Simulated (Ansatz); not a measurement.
# Relaxing HfN2

These are results of DFT PBE, scalar-relativistic, plane waves, PAW in Ansatz, not measurements. Cutoff 420 eV, Γ-centred k mesh, Gaussian smearing, no spin polarisation in the final step.

HfN2 was placed on the fluorite structure type (Fm-3m, No. 225), with Hf in place of Ca, N in place of F, at a guessed volume.

```xyz
3
Lattice="0.0000 2.5447 2.5447 2.5447 0.0000 2.5447 2.5447 2.5447 0.0000" Properties=species:S:1:pos:R:3 pbc="T T T"
Hf    0.0000    0.0000    0.0000
N     1.2724    1.2724    1.2724
N     3.8171    3.8171    3.8171
```

Steps on the 6×6×6 mesh (3 atoms). 4 of 4 steps are shown, and the free energy counts from the last. Trial steps that were taken back and renewals of the plane-wave basis can be among the rows.

```
step  ΔF (meV/atom) V (Å³/atom) P (GPa)
   1           29.0        10.99    14.27
   2            4.2        11.74    -1.74
   3            3.4        11.65    -0.14
   4            0.0        11.65     0.26
```

A final relaxation ran on a 16×16×16 mesh. The relaxed crystal, Fm-3m (No. 225):

Space group Fm-3m (No. 225). a = 5.194 Å, b = 5.194 Å, c = 5.194 Å, α = 90.00°, β = 90.00°, γ = 90.00°
```
atom site symmetry x y z
  Hf    4a m-3m  0.0000  0.0000  0.0000
   N    8c      -43m  0.2500  0.7500  0.7500
```

```yaml
Volume_per_atom: 11.67 Å³
Density: 9.79 g/cm³
Energy_over_the_elements: -0.24 eV/atom
Gap_on_the_16×16×16_mesh: 0 eV (a metal)
```

Energies over the elements count from the elements' standard structures at the same level (N₂ as a molecule), with no empirical corrections.

The final run used a 16×16×16 mesh on its 3-atom cell and 0.10 eV smearing. For metals, differences of a few meV/atom aren't resolved. Spin–orbit coupling is left out.

A structure relaxed within its symmetry needn't be a true minimum.

Cost: 3 runs of about 0.87 core-minutes in all, on AMD EPYC 7R43 (Zen 3) (shared hosts).